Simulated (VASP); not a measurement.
Here is a VASP 6.6.1 calculation.

INCAR

```
ALGO = Fast
EDIFF = 1E-7
EDIFFG = -0.005
ENCUT = 600
GGA = PS
IBRION = 2
ISIF = 3
ISMEAR = 0
LASPH = T
LCHARG = F
LREAL = F
LWAVE = F
NELM = 80
NSW = 70
PREC = Accurate
SIGMA = 0.02
```

KPOINTS

```
k-points
0
Gamma
  8 8 8
```

POSCAR

```
NaH
1.0
    0.0000000000      2.4160403214      2.4160403214
    2.4160403214      0.0000000000      2.4160403214
    2.4160403214      2.4160403214      0.0000000000
Na H
1 1
Direct
    0.0000000000      0.0000000000      0.0000000000
    0.5000000000      0.5000000000      0.5000000000
```

Potentials or basis: VASP PAW PBE potentials, release 64 (Na_pv, H).

Run with:

```console
$ cat potpaw_PBE.64/Na_pv/POTCAR potpaw_PBE.64/H/POTCAR > POTCAR
$ mpirun -np 1 vasp_std > vasp.out
```

**Question.** What does it give for the relaxed volume?

**Answer.** 13.76 Å³/atom.

**Question.** Predict the relaxed cell.

**Answer.** a = 3.389 Å, b = 3.389 Å, c = 3.389 Å, α = 60.00°, β = 60.00°, γ = 60.00°.

**Question.** What does it give for the space group after relaxing (to 0.05 Å)?

**Answer.** Fm-3m (No. 225).

**Question.** Estimate the band gap on the k mesh.

**Answer.** 3.60 eV, indirect (least direct gap 4.51 eV).

Final structure:
```
CELL_PARAMETERS angstrom
0.00000 2.39607 2.39607
2.39607 0.00000 2.39607
2.39607 2.39607 0.00000
ATOMIC_POSITIONS crystal
Na 0.00000 0.00000 0.00000
H 0.50000 0.50000 0.50000
```

Caveat: the PAW data sets were made with another functional, which shifts forces and pressure a little. A k mesh can miss the band edges.
